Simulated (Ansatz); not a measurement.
The system is SnSe, a slab with vacuum.

```
Sn Se
1.0
     4.28533    0.00000    0.00000
     0.00000    4.28533    0.00000
     0.00000    0.00000   10.99069
Sn Se
2 2
Direct
  0.00000 0.50000 0.62777
  0.50000 0.00000 0.37223
  0.00000 0.50000 0.38396
  0.50000 0.00000 0.61604
```

Base run:

```yaml
Program: Ansatz 0.2.0
Functional: r2SCAN0 form with a typed share of exact exchange
Potentials_or_basis: Ansatz PAW
Cutoff: "500 eV (not typed: the program's choice for these potentials)"
k_mesh: 4 × 4 × 2
Occupations: fermi-dirac, width 0.05 eV
Spin: no spin polarisation
```

Its results: band gap on the k mesh 3.97 eV, direct; largest force 0.437 eV/Å.

Task: The run is repeated on the same cell with these changes: share of exact exchange from 0.5 to 0.15. What comes out?

Result: Band gap on the k mesh 2.53 eV, indirect (least direct gap 2.54 eV); largest force 0.192 eV/Å.

Caveats: spin-orbit coupling is left out, which moves the levels of the heavy elements; the PAW data sets come from PBE, with cores solved anew for the run's functional, which leaves a small shift of forces and pressure.

A k mesh can miss the band edges.
